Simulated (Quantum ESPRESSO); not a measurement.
# Pt (Fm-3m) in Quantum ESPRESSO: a series of runs

One crystal, Pt, is run at these levels: r2SCAN; tasks: single point, equation of state.

All numbers are computed with Quantum ESPRESSO 7.5; they aren't measurements. Logs are shortened: lines on timing, memory, paths and dates and some standing lists are left out, and cuts for length are marked.

### 1 The crystal as given

It takes space group Fm-3m (No. 225, cubic). The conventional cell has a = 3.922 Å, b = 3.922 Å, c = 3.922 Å, α = 90.00°, β = 90.00°, γ = 90.00°. Pt (site symmetry m-3m) is surrounded by 12 Pt at 2.77 Å.

### 2 Single point, r2SCAN, 14.18 Å³/atom

pw.in

```
&CONTROL
  calculation = 'scf'
  prefix = 'pwscf'
  outdir = './tmp'
  pseudo_dir = './pseudo'
  tprnfor = .true.
  tstress = .true.
  disk_io = 'nowf'
/
&SYSTEM
  ibrav = 0
  nat = 1
  ntyp = 1
  ecutwfc = 70
  nbnd = 15
  input_dft = 'r2scan'
  occupations = 'smearing'
  smearing = 'fd'
  degauss = 0.00367493
  nosym = .true.
  nr1 = 32
  nr2 = 32
  nr3 = 32
/
&ELECTRONS
  conv_thr = 1d-08
  electron_maxstep = 120
  mixing_beta = 0.5
/
ATOMIC_SPECIES
Pt   195.0840 Pt_ONCV_PBE-1.2.upf
CELL_PARAMETERS angstrom
   0.0000000000    1.9208704006    1.9208704006
   1.9208704006    0.0000000000    1.9208704006
   1.9208704006    1.9208704006    0.0000000000
ATOMIC_POSITIONS crystal
Pt     0.0000000000    0.0000000000    0.0000000000
K_POINTS automatic
9 9 9 0 0 0
```

Potentials or basis: SG15 PBE 1.2.

Command:

```
> OMP_NUM_THREADS=1 mpirun -n 2 pw.x -nk 2 -in pw.in > pw.out
```

pw.out:

```text
This program is part of the open-source Quantum ESPRESSO suite
     for quantum simulation of materials; please cite
         "P. Giannozzi et al., J. Phys.:Condens. Matter 21 395502 (2009);
         "P. Giannozzi et al., J. Phys.:Condens. Matter 29 465901 (2017);
         "P. Giannozzi et al., J. Chem. Phys. 152 154105 (2020);
     in publications or presentations arising from this work. More details at

     IMPORTANT: XC functional enforced from input :
     Exchange-correlation= R2SCAN
                           (   0   0   0   0   0 497 498)
     Any further DFT definition will be discarded
     Please, verify this is what you really want

     K-points division:     npool     =       2
     Subspace diagonalization in iterative solution of the eigenvalue problem:
     a serial algorithm will be used

     G-vector sticks info
     --------------------
     sticks:   dense  smooth     PW     G-vecs:    dense   smooth      PW
     Sum         511     511    163                 7631     7631    1459

     Using Slab Decomposition

     bravais-lattice index     =            0
     lattice parameter (alat)  =       5.1335  a.u.
     unit-cell volume          =      95.6579 (a.u.)^3
     number of atoms/cell      =            1
     number of atomic types    =            1
     number of electrons       =        18.00
     number of Kohn-Sham states=           15
     kinetic-energy cutoff     =      70.0000  Ry
     charge density cutoff     =     280.0000  Ry
     scf convergence threshold =      1.0E-08
     mixing beta               =       0.5000
     number of iterations used =            8  plain     mixing
     Exchange-correlation= R2SCAN
                           (   0   0   0   0   0 497 498)

     celldm(1)=   5.133481  celldm(2)=   0.000000  celldm(3)=   0.000000
     celldm(4)=   0.000000  celldm(5)=   0.000000  celldm(6)=   0.000000

     crystal axes: (cart. coord. in units of alat)
               a(1) = (   0.000000   0.707107   0.707107 )
               a(2) = (   0.707107   0.000000   0.707107 )
               a(3) = (   0.707107   0.707107   0.000000 )

     reciprocal axes: (cart. coord. in units 2 pi/alat)
               b(1) = ( -0.707107  0.707107  0.707107 )
               b(2) = (  0.707107 -0.707107  0.707107 )
               b(3) = (  0.707107  0.707107 -0.707107 )

     PseudoPot. # 1 for Pt read from file:
     Pt_ONCV_PBE-1.2.upf
     Pseudo is Norm-conserving, Zval = 18.0
     Generated using ONCVPSP code by D. R. Hamann
     Using radial grid of  602 points,  8 beta functions with:
                l(1) =   0
                l(2) =   0
                l(3) =   1
                l(4) =   1
                l(5) =   2
                l(6) =   2
                l(7) =   3
                l(8) =   3

     atomic species   valence    mass     pseudopotential
     Pt               18.00   195.08400     Pt( 1.00)

     No symmetry found

   Cartesian axes

     site n.     atom                  positions (alat units)
         1        Pt     tau(   1) = (   0.0000000   0.0000000   0.0000000  )

     number of k points=   365  Fermi-Dirac smearing, width (Ry)=  0.0037

     Number of k-points >= 100: set verbosity='high' to print them.

     Dense  grid:     7631 G-vectors     FFT dimensions: (  32,  32,  32)

     WARNING: libxc functional with ID  497 depends
      on external parameters: check the user_guide of
      QE if you need to modify them or to check their
      default values.

     WARNING: libxc functional with ID  498 depends
      on external parameters: check the user_guide of
      QE if you need to modify them or to check their
      default values.

     Initial potential from superposition of free atoms

     starting charge      17.9731, renormalised to      18.0000
     Starting wfcs are random

     Self-consistent Calculation

     iteration #  1     ecut=    70.00 Ry     beta= 0.50
     Davidson diagonalization with overlap
     ethr =  1.00E-02,  avg # of iterations =  7.8

     total energy              =    -242.56476899 Ry
     estimated scf accuracy    <      11.51779736 Ry

     iteration #  2     ecut=    70.00 Ry     beta= 0.50
     Davidson diagonalization with overlap
     ethr =  1.00E-02,  avg # of iterations =  1.0

     total energy              =    -242.60153751 Ry
     estimated scf accuracy    <       2.77438500 Ry

     iteration #  3     ecut=    70.00 Ry     beta= 0.50
     Davidson diagonalization with overlap
     ethr =  1.00E-02,  avg # of iterations =  1.0

     total energy              =    -242.60253556 Ry
     estimated scf accuracy    <       0.00376196 Ry

     iteration #  4     ecut=    70.00 Ry     beta= 0.50
     Davidson diagonalization with overlap
     ethr =  2.09E-05,  avg # of iterations =  4.0

     total energy              =    -242.60263126 Ry
     estimated scf accuracy    <       0.00020001 Ry

     iteration #  5     ecut=    70.00 Ry     beta= 0.50
     Davidson diagonalization with overlap
     ethr =  1.11E-06,  avg # of iterations =  2.8

     total energy              =    -242.60264496 Ry
     estimated scf accuracy    <       0.00000390 Ry

     iteration #  6     ecut=    70.00 Ry     beta= 0.50
     Davidson diagonalization with overlap
     ethr =  2.17E-08,  avg # of iterations =  2.3

     total energy              =    -242.60264591 Ry
     estimated scf accuracy    <       0.00000024 Ry

     iteration #  7     ecut=    70.00 Ry     beta= 0.50
     Davidson diagonalization with overlap
     ethr =  1.34E-09,  avg # of iterations =  2.0

     total energy              =    -242.60264595 Ry
     estimated scf accuracy    <       0.00000002 Ry

     iteration #  8     ecut=    70.00 Ry     beta= 0.50
     Davidson diagonalization with overlap
     ethr =  1.01E-10,  avg # of iterations =  1.8

     End of self-consistent calculation

     Number of k-points >= 100: set verbosity='high' to print the bands.

     the Fermi energy is    25.2074 ev

!    total energy              =    -242.60264595 Ry
     estimated scf accuracy    <          5.1E-09 Ry
     smearing contrib. (-TS)   =      -0.00069658 Ry
     internal energy E=F+TS    =    -242.60194937 Ry

     The total energy is F=E-TS. E is the sum of the following terms:
     one-electron contribution =     -52.52393457 Ry
     hartree contribution      =      37.87549803 Ry
     xc contribution           =     -23.33526639 Ry
     ewald contribution        =    -204.61824644 Ry

     convergence has been achieved in   8 iterations

     Forces acting on atoms (cartesian axes, Ry/au):

     atom    1 type  1   force =     0.00000000    0.00000000    0.00000000

     Total force =     0.000000     Total SCF correction =     0.000013

     Computing stress (Cartesian axis) and pressure

          total   stress  (Ry/bohr**3)                   (kbar)     P=      252.14
   0.00171402   0.00000002   0.00000000          252.14        0.00        0.00
   0.00000002   0.00171400   0.00000001            0.00      252.14        0.00
   0.00000000   0.00000001   0.00171400            0.00        0.00      252.14

=------------------------------------------------------------------------------=
   JOB DONE.
=------------------------------------------------------------------------------=
```

Run time: 86 s. Hardware: 2 MPI ranks of Arm Neoverse V2, shared host; peak memory 0.18 GiB.

Results:

- Free energy: -3300.7772 eV
- Pressure: 25.2 GPa
- Band gap on the k mesh: none (metal or under the smearing width)

Caveat: the k mesh is coarse; the potentials were made for another functional, which shifts forces and pressure.

### 3 Single point, r2SCAN, 14.48 Å³/atom

pw.in: that of step 2 with these lines changed.

```diff
@@ -32,5 +32,5 @@
 CELL_PARAMETERS angstrom
-   0.0000000000    1.9208704006    1.9208704006
-   1.9208704006    0.0000000000    1.9208704006
-   1.9208704006    1.9208704006    0.0000000000
+   0.0000000000    1.9343981026    1.9343981026
+   1.9343981026    0.0000000000    1.9343981026
+   1.9343981026    1.9343981026    0.0000000000
 ATOMIC_POSITIONS crystal
```

Potentials or basis: SG15 PBE 1.2.

Command:

```
> OMP_NUM_THREADS=1 mpirun -n 2 pw.x -nk 2 -in pw.in > pw.out
```

Run time: 84 s. Hardware: 2 MPI ranks of Arm Neoverse V2, shared host; peak memory 0.18 GiB.

It converged, with:

- Free energy: -3300.8171 eV
- Pressure: 17.1 GPa
- Band gap on the k mesh: none (metal or under the smearing width)

Caveat: the k mesh is coarse; the potentials were made for another functional, which shifts forces and pressure.

### 4 Single point, r2SCAN, 14.78 Å³/atom

pw.in: that of step 3 with these lines changed.

```diff
@@ -32,5 +32,5 @@
 CELL_PARAMETERS angstrom
-   0.0000000000    1.9343981026    1.9343981026
-   1.9343981026    0.0000000000    1.9343981026
-   1.9343981026    1.9343981026    0.0000000000
+   0.0000000000    1.9477392008    1.9477392008
+   1.9477392008    0.0000000000    1.9477392008
+   1.9477392008    1.9477392008    0.0000000000
 ATOMIC_POSITIONS crystal
```

Command:

```
> OMP_NUM_THREADS=1 mpirun -n 2 pw.x -nk 2 -in pw.in > pw.out
```

Wall time 86 s (2 MPI ranks of Arm Neoverse V2, shared host); peak memory 0.18 GiB.

It converged, with:

```
Free energy            : -3300.8428 eV
Pressure               : 9.9 GPa
Band gap on the k mesh : none (metal or under the smearing width)
```

Caveat: the k mesh is coarse; the potentials were made for another functional, which shifts forces and pressure.

### 5 Single point, r2SCAN, 15.08 Å³/atom

pw.in: that of step 4 with these lines changed.

```diff
@@ -32,5 +32,5 @@
 CELL_PARAMETERS angstrom
-   0.0000000000    1.9477392008    1.9477392008
-   1.9477392008    0.0000000000    1.9477392008
-   1.9477392008    1.9477392008    0.0000000000
+   0.0000000000    1.9609000000    1.9609000000
+   1.9609000000    0.0000000000    1.9609000000
+   1.9609000000    1.9609000000    0.0000000000
 ATOMIC_POSITIONS crystal
```

Command:

```
> OMP_NUM_THREADS=1 mpirun -n 2 pw.x -nk 2 -in pw.in > pw.out
```

It took 90 s on 2 MPI ranks of Arm Neoverse V2, shared host; peak memory 0.18 GiB.

Results (log left out):

```yaml
Free_energy: -3300.8557 eV
Pressure: 3.6 GPa
Band_gap_on_the_k_mesh: none (metal or under the smearing width)
```

Caveat: the k mesh is coarse; the potentials were made for another functional, which shifts forces and pressure.

### 6 Single point, r2SCAN, 15.38 Å³/atom

pw.in: that of step 5 with these lines changed.

```diff
@@ -32,5 +32,5 @@
 CELL_PARAMETERS angstrom
-   0.0000000000    1.9609000000    1.9609000000
-   1.9609000000    0.0000000000    1.9609000000
-   1.9609000000    1.9609000000    0.0000000000
+   0.0000000000    1.9738864712    1.9738864712
+   1.9738864712    0.0000000000    1.9738864712
+   1.9738864712    1.9738864712    0.0000000000
 ATOMIC_POSITIONS crystal
```

Potentials or basis: SG15 PBE 1.2.

Command:

```
> OMP_NUM_THREADS=1 mpirun -n 2 pw.x -nk 2 -in pw.in > pw.out
```

It took 90 s on 2 MPI ranks of Arm Neoverse V2, shared host; peak memory 0.18 GiB.

It converged, with:

```yaml
Free_energy: -3300.8575 eV
Pressure: -2.0 GPa
Band_gap_on_the_k_mesh: none (metal or under the smearing width)
```

Caveat: the k mesh is coarse; the potentials were made for another functional, which shifts forces and pressure.

### 7 Single point, r2SCAN, 15.68 Å³/atom

pw.in: that of step 6 with these lines changed.

```diff
@@ -32,5 +32,5 @@
 CELL_PARAMETERS angstrom
-   0.0000000000    1.9738864712    1.9738864712
-   1.9738864712    0.0000000000    1.9738864712
-   1.9738864712    1.9738864712    0.0000000000
+   0.0000000000    1.9867042750    1.9867042750
+   1.9867042750    0.0000000000    1.9867042750
+   1.9867042750    1.9867042750    0.0000000000
 ATOMIC_POSITIONS crystal
```

Command:

```
> OMP_NUM_THREADS=1 mpirun -n 2 pw.x -nk 2 -in pw.in > pw.out
```

Run time: 91 s. Hardware: 2 MPI ranks of Arm Neoverse V2, shared host; peak memory 0.18 GiB.

It converged, with:

```
Free energy            : -3300.8494 eV
Pressure               : -6.9 GPa
Band gap on the k mesh : none (metal or under the smearing width)
```

Caveat: the k mesh is coarse; the potentials were made for another functional, which shifts forces and pressure.

### 8 Single point, r2SCAN, 15.98 Å³/atom

pw.in: that of step 7 with these lines changed.

```diff
@@ -32,5 +32,5 @@
 CELL_PARAMETERS angstrom
-   0.0000000000    1.9867042750    1.9867042750
-   1.9867042750    0.0000000000    1.9867042750
-   1.9867042750    1.9867042750    0.0000000000
+   0.0000000000    1.9993587835    1.9993587835
+   1.9993587835    0.0000000000    1.9993587835
+   1.9993587835    1.9993587835    0.0000000000
 ATOMIC_POSITIONS crystal
```

Command:

```
> OMP_NUM_THREADS=1 mpirun -n 2 pw.x -nk 2 -in pw.in > pw.out
```

It took 92 s on 2 MPI ranks of Arm Neoverse V2, shared host; peak memory 0.18 GiB.

Results (log left out):

```yaml
Free_energy: -3300.8326 eV
Pressure: -11.2 GPa
Band_gap_on_the_k_mesh: none (metal or under the smearing width)
```

Caveat: the k mesh is coarse; the potentials were made for another functional, which shifts forces and pressure.

### 9 Equation of state, r2SCAN

Potentials or basis: SG15 PBE 1.2.

This step only gathers the single runs of the series.

What came out:

- Equilibrium volume: 15.28 Å³/atom
- Bulk modulus: 277 GPa
- Pressure derivative of the bulk modulus: 5.4

Energy against volume, from the lowest point:
| volume (Å³/atom) | energy (meV/atom) |
| --- | --- |
| 14.175 | 80.32 |
| 14.477 | 40.32 |
| 14.778 | 14.71 |
| 15.080 | 1.75 |
| 15.381 | 0.00 |
| 15.683 | 8.12 |
| 15.985 | 24.92 |

Caveat: the k mesh is coarse; the potentials were made for another functional, which shifts forces and pressure. The run has no spin-orbit coupling, so splittings on Pt are missing.
